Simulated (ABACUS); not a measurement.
# Sb (Pm-3m) in ABACUS: further runs

One crystal, Sb, is run at these levels: PBE; tasks: single point.

Everything below comes from runs of ABACUS 3.10.1. Logs are shortened: lines on timing, memory, paths and dates and some standing lists are left out, and cuts for length are marked.

## (1) The crystal as given

It takes space group Pm-3m (No. 221, cubic). Conventional cell: a = 3.160 Å, b = 3.160 Å, c = 3.160 Å, α = 90.00°, β = 90.00°, γ = 90.00°. Around Sb (site symmetry m-3m) lie 6 Sb at 3.16 Å.

This isn't the form of Sb at room conditions, which is rhombohedral.

## (2) Single point, PBE

Contents of INPUT:

```
INPUT_PARAMETERS
suffix              Sb
calculation         scf
basis_type          lcao
pseudo_dir          ./
orbital_dir         ./
symmetry            1
dft_functional      pbe
ecutwfc             100
pseudo_rcut         10
nspin               1
nbands              12
ks_solver           genelpa
smearing_method     fd
smearing_sigma      0.00367493
scf_thr             1e-07
scf_nmax            100
mixing_type         broyden
mixing_beta         0.7
cal_force           1
cal_stress          1
out_mul             1
out_chg             1
out_pot             2
out_elf             1
```

Contents of STRU:

```
ATOMIC_SPECIES
Sb 121.7600 Sb.upf

NUMERICAL_ORBITAL
Sb_confined-atom_8au_2s2p2d.orb

LATTICE_CONSTANT
1.8897261246

LATTICE_VECTORS
3.1600000000 0.0000000000 0.0000000000
0.0000000000 3.1600000000 0.0000000000
0.0000000000 0.0000000000 3.1600000000

ATOMIC_POSITIONS
Direct

Sb
0.0
1
0.0000000000 0.0000000000 0.0000000000 1 1 1
```

Contents of KPT:

```
K_POINTS
0
Gamma
8 8 8 0 0 0
```

Potentials or basis: PseudoDojo NC SR 0.4.1 PBE standard, DZP LCAO (the cutoffs set its grid).

Launch:

```sh
> OMP_NUM_THREADS=1 mpirun -np 4 abacus > log
```

running log:

```text
ABACUS v3.10.1

               Atomic-orbital Based Ab-initio Computation at UStc

 ------------------------------------------------------------------------------------

 READING GENERAL INFORMATION
                           global_out_dir = OUT.Sb/
                           global_in_card = INPUT
                               pseudo_dir = ./
                              orbital_dir = ./
                                    DSIZE = 4
                                    GSIZE = 1

 READING UNITCELL INFORMATION
                                    ntype = 1
                  lattice constant (Bohr) = 1.88973
              lattice constant (Angstrom) = 1

 READING ATOM TYPE 1
                               atom label = Sb
                      L=0, number of zeta = 2
                      L=1, number of zeta = 2
                      L=2, number of zeta = 2
             number of atom for this type = 1

                        TOTAL ATOM NUMBER = 1
DIRECT COORDINATES
    atom                   x                   y                   z     mag                  vx                  vy                  vz
taud_Sb1            0.0000000000        0.0000000000        0.0000000000  0.0000        0.0000000000        0.0000000000        0.0000000000

                          Volume (Bohr^3) = 212.94
                             Volume (A^3) = 31.5545

 Lattice vectors: (Cartesian coordinate: in unit of a_0)
                +3.16                  +0                  +0
                   +0               +3.16                  +0
                   +0                  +0               +3.16
 Reciprocal vectors: (Cartesian coordinate: in unit of 2 pi/a_0)
            +0.316456                  -0                  +0
                   -0           +0.316456                  -0
                   +0                  -0           +0.316456
 The esolver type has been set to : ksdft_lcao

                PAO radial cut off (Bohr) = 10

 Read in pseudopotential file is Sb.upf
                     pseudopotential type = NC
          exchange-correlation functional = PBE
                 nonlocal core correction = 1
                        valence electrons = 15
                                     lmax = 2
                           number of zeta = 3
                     number of projectors = 6
                           L of projector = 0
                           L of projector = 0
                           L of projector = 1
                           L of projector = 1
                           L of projector = 2
                           L of projector = 2
     initial pseudo atomic orbital number = 9

 SETUP THE ELECTRONS NUMBER
            electron number of element Sb = 15
      total electron number of element Sb = 15
            AUTOSET number of electrons:  = 15
                           occupied bands = 8
                                   NLOCAL = 18
                                   NBANDS = 12
                                   NBANDS = 12
                                   NLOCAL = 18

%%%%%%%%%%%%%%%%%%%%%%%%%%%%%%%%%%%%%%%%%%%%%%%%%%%%%%%%%%%%%%%%%%%%%%%%%%%%%%%%%%%%%%%%%%%%%%%%%%%%%%%%%%
 Warning: the number of valence electrons in pseudopotential > 5 for Sb: [Kr] 4d10 5s2 5p3
 Pseudopotentials with additional electrons can yield (more) accurate outcomes, but may be less efficient.
 If you're confident that your chosen pseudopotential is appropriate, you can safely ignore this warning.
%%%%%%%%%%%%%%%%%%%%%%%%%%%%%%%%%%%%%%%%%%%%%%%%%%%%%%%%%%%%%%%%%%%%%%%%%%%%%%%%%%%%%%%%%%%%%%%%%%%%%%%%%%

 SETUP THE PLANE WAVE BASIS
 energy cutoff for charge/potential (unit:Ry) = 400
            fft grid for charge/potential = [ 40, 40, 40 ]
                        fft grid division = [ 5, 5, 5 ]
        big fft grid for charge/potential = [ 8, 8, 8 ]
                                     nbxx = 128
                                     nrxx = 16000

 SETUP PLANE WAVES FOR CHARGE/POTENTIAL
                    number of plane waves = 28671
                         number of sticks = 1129

 PARALLEL PW FOR CHARGE/POTENTIAL
     PROC   COLUMNS(POT)             PW
        1            282           7168
        2            282           7168
        3            283           7167
        4            282           7168
 --------------- sum -------------------
        4           1129          28671
                            number of |g| = 301
                                  max |g| = 36.1521
                                  min |g| = 0

----------- Double Check Mixing Parameters Begin ------------
mixing_type: broyden
[... 48 lines left out ...]
                       right hand lattice = 1
                        ROTATION MATRICES = 48
                               nkstot_ibz = 35
K-POINTS REDUCTION ACCORDING TO SYMMETRY
     IBZ    DIRECT_X    DIRECT_Y    DIRECT_Z  WEIGHT  ibz2bz
       1  0.00000000  0.00000000  0.00000000  0.0020       0
       2  0.12500000  0.00000000  0.00000000  0.0117       1
       3  0.25000000  0.00000000  0.00000000  0.0117       2
       4  0.37500000  0.00000000  0.00000000  0.0117       3
       5  0.50000000  0.00000000  0.00000000  0.0059       4
       6  0.12500000  0.12500000  0.00000000  0.0234       9
[... 22 lines left out ...]
      29  0.37500000  0.37500000  0.25000000  0.0469     155
      30  0.50000000  0.37500000  0.25000000  0.0469     156
[... 5 further k points ...]

                               nkstot now = 35
[... K-POINTS DIRECT COORDINATES: 35 rows ...]

           k-point number in this process = 35
       minimum distributed K point number = 35
[... stars of the k points ...]

[... K-POINTS CARTESIAN COORDINATES: 35 rows ...]

[... K-POINTS DIRECT COORDINATES: 35 rows ...]

 SETUP PLANE WAVES FOR WAVE FUNCTIONS
     energy cutoff for wavefunc (unit:Ry) = 100
              fft grid for wave functions = [ 40, 40, 40 ]
                    number of plane waves = 4697
                         number of sticks = 341

 PARALLEL PW FOR WAVE FUNCTIONS
     PROC   COLUMNS(POT)             PW
        1             86           1176
        2             85           1173
        3             85           1173
        4             85           1175
 --------------- sum -------------------
        4            341           4697

 SET NONLOCAL PSEUDOPOTENTIAL PROJECTORS
 max number of nonlocal projetors among all species is 6

 -------------------------------------------
 SELF-CONSISTENT
 -------------------------------------------

 SETUP SEARCHING RADIUS FOR PROGRAM TO SEARCH ADJACENT ATOMS
                  longest orb rcut (Bohr) = 8
   longest nonlocal projector rcut (Bohr) = 2.14
                     search radius (Bohr) = 20.3
              searching radius is (Bohr)) = 20.3
         searching radius unit is (Bohr)) = 1.89
                         PeriodicBoundary = 1
                        Radius(unit:lat0) = 10.7
                                   glayer = [ 5, 5, 5 ]
                             glayer_minus = [ 4, 4, 4 ]

Find the coordinate range of the input atom(unit:lat0).
                                  min_tau = [ -12.6, -12.6, -12.6 ]
                                  max_tau = [ 12.6, 12.6, 12.6 ]
                                BoxNumber = [ 9, 9, 9 ]

 SETUP EXTENDED REAL SPACE GRID FOR GRID INTEGRATION
                          real space grid = [ 40, 40, 40 ]
                 big cell numbers in grid = [ 8, 8, 8 ]
             meshcell numbers in big cell = [ 5, 5, 5 ]
                        extended fft grid = [ 11, 11, 11 ]
                dimension of extened grid = [ 31, 31, 31 ]
                            UnitCellTotal = 125
              Atom number in sub-FFT-grid = 1
    Local orbitals number in sub-FFT-grid = 18
                                ParaV.nnr = 7533
                                 init_chg = atomic

 LCAO ALGORITHM --------------- ION=   1  ELEC=   1--------------------------------

 Density error is 0.0135107386473
----------------------------------------------------------
     Energy           Rydberg                 eV
----------------------------------------------------------
 E_KohnSham     -181.8966066923      -2474.8302978801
 E_Harris       -182.0937665967      -2477.5127959976
 E_Fermi        0.7032185245         9.5677788729
----------------------------------------------------------
[... 58 lines left out ...]
 Density error is 1.43412577093e-08
----------------------------------------------------------
     Energy           Rydberg                 eV
----------------------------------------------------------
 E_KohnSham     -181.8967392275      -2474.8321011145
 E_KS(sigma->0) -181.8964704750      -2474.8284445491
 E_Harris       -181.8967387972      -2474.8320952590
 E_band         -12.6082662555       -171.5442629761
 E_one_elec     -74.1843923679       -1009.3304388718
 E_Hartree      44.6454013963        607.4318484871
 E_xc           -45.4513681842       -618.3975892012
 E_Ewald        -106.9058425667      -1454.5286083978
 E_entropy(-TS) -0.0005375050        -0.0073131308
 E_descf        0.0000000000         0.0000000000
 E_exx          0.0000000000         0.0000000000
 E_Fermi        0.7023253686         9.5556268623
----------------------------------------------------------

 charge density convergence is achieved
 final etot is -2474.8321011 eV
 EFERMI = 9.5556268623 eV
The vacuum level is 12.157729235 eV

 STATE ENERGY(eV) AND OCCUPATIONS    NSPIN == 1
 1/35 kpoint (Cartesian) = 0.0000 0.0000 0.0000 (927 pws)
       1       -19.5488     0.00390625
       2       -19.5488     0.00390625
       3       -19.4021     0.00390625
       4       -19.4021     0.00390625
       5       -19.4021     0.00390625
       6       -2.38981     0.00390625
       7        12.9172    2.47659e-32
       8        12.9172    2.47659e-32
       9        12.9172    2.47659e-32
      10        16.7594    1.04762e-65
      11        16.7594    1.04762e-65
      12        17.9596    3.94356e-76
[... 57 lines left out ...]
 6/35 kpoint (Cartesian) = 0.039557 0.039557 0.0000 (916 pws)
       1       -19.5383      0.0468750
       2       -19.5199      0.0468750
       3       -19.4130      0.0468750
       4       -19.4071      0.0468750
       5       -19.4069      0.0468750
       6       -1.97230      0.0468750
       7        10.7895    8.98306e-13
       8        11.1064    1.58944e-15
       9        13.3227    8.92258e-35
      10        17.6555    2.07046e-72
      11        19.8817        0.00000
      12        20.1578        0.00000

[... levels at 29 further k points ...]

 correction force for each atom along direction 1 is -2.70509e-14
 correction force for each atom along direction 2 is 1.36719e-14
 correction force for each atom along direction 3 is -4.47608e-15
------------------------------------------------------------------------------------------
 TOTAL-FORCE (eV/Angstrom)
------------------------------------------------------------------------------------------
                       Sb1         0.0000000000         0.0000000000         0.0000000000
------------------------------------------------------------------------------------------

----------------------------------------------------------------
 TOTAL-STRESS (KBAR)
----------------------------------------------------------------
       -14.9504720833        -0.0000000000        -0.0000000000
        -0.0000000000       -14.9504720833         0.0000000000
         0.0000000000         0.0000000000       -14.9504720833
----------------------------------------------------------------
 TOTAL-PRESSURE: -14.950472 KBAR

 --------------------------------------------
 !FINAL_ETOT_IS -2474.8321011144630575 eV
 --------------------------------------------
```

It took 1.5 s on 4 MPI ranks of INTEL XEON PLATINUM 8581C at 2.30GHz (Emerald Rapids), shared host; peak memory 0.36 GiB.

Results:

```yaml
Free_energy: -2474.8321 eV
Pressure: -1.5 GPa
Band_gap_on_the_k_mesh: none (metal or under the smearing width)
```

Caveat: the atomic orbitals were generated for these runs and aren't a published set; the basis of atomic orbitals isn't converged, which shifts pressures, moduli and gaps.

(Part 1 of 2 ends here.)
